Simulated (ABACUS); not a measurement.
**Sc under changes of volume**

One of the cells (23.086 Å³/atom); the others are scaled copies at fixed shape and fractional positions:

```
Sc
1.0
     0.00000    2.26000    2.26000
     2.26000    0.00000    2.26000
     2.26000    2.26000    0.00000
Sc
1
Direct
  0.00000 0.00000 0.00000
```

This isn't the form of Sc at room conditions, which is hcp.

* Program: ABACUS 3.10.1
* Functional: PBE
* Potentials or basis: PseudoDojo NC SR 0.4.1 PBE standard
* Cutoff: 1075 eV
* Density cutoff: 4299 eV
* Basis: plane waves
* k mesh: 10 × 10 × 10
* Occupations: fermi-dirac, width 0.05 eV
* Spin: no spin polarisation

| volume (Å³/atom) | energy over the lowest point (meV/atom) | pressure (GPa) |
| --- | --- | --- |
| 21.701 | ? | ? |
| 22.163 | 46.89 | 6.6 |
| 22.625 | 30.11 | 5.1 |
| 23.086 | 17.33 | 3.8 |
| 23.548 | 8.23 | 2.6 |
| 24.010 | 2.55 | 1.5 |
| 24.472 | 0.00 | 0.4 |

Problem. What does the run at 21.701 Å³/atom give?

Solution. Energy over the lowest point 67.94 meV/atom; pressure 8.1 GPa.

Worked out: A Birch-Murnaghan fit of order 3 (a polynomial in V^(-2/3)) to the other rows has its minimum at 24.64 Å³/atom, just outside them, with B0 = V·E''(V) = 52 GPa and B' = 3.2. It gives 68.02 meV/atom at 21.701 Å³/atom, against the run's 67.94, and -dE/dV = 8.1 GPa, against 8.1.

Energies are extrapolated to zero smearing.
